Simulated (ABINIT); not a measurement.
The system is Ir.

```
Ir
1.0
     0.00000    1.91560    1.91560
     1.91560    0.00000    1.91560
     1.91560    1.91560    0.00000
Ir
1
Direct
  0.00000 0.00000 0.00000
```

Program: ABINIT 10.8.3 (patched build). Alike in all runs: potentials or basis JTH PAW PBE v2.0; cell as given; smearing fermi-dirac 0.05 eV.

Question: Order these runs on this cell by their pressure, lowest first.
A. level AM05; spin off; k mesh 12 × 12 × 12; cutoff (eV) 463; fine-grid cutoff 925.187 eV
B. level revPBE; spin SOC, no magnetisation; k mesh 12 × 12 × 12; cutoff (eV) 463; fine-grid cutoff 925.187 eV
C. level rPW86PBE; spin SOC, no magnetisation; k mesh 12 × 12 × 12; cutoff (eV) 463; fine-grid cutoff 925.187 eV
D. level SCAN; spin off; k mesh 12 × 12 × 12; cutoff (eV) 544; fine-grid cutoff 1088.46 eV
E. level PBEsol; spin off; k mesh 16 × 16 × 16; cutoff (eV) 463; fine-grid cutoff 925.187 eV

Answer: D (-8.0 GPa), A (-3.3 GPa), E (0.8 GPa), B (16.0 GPa), C (29.9 GPa).

Caveats: the PAW data sets were made with another functional, which shifts forces and pressure a little (some runs); a pressure of tens of GPa on the cell as given is suspect, and the run, the potentials or the cell itself is likely at fault (some runs); so large a pressure means that the cell lies far from this level's equilibrium, or that cutoff or potentials fall short (some runs); the potentials were made for another functional, which shifts forces and pressure (some runs).

Runs at the PBE level aren't shown here.
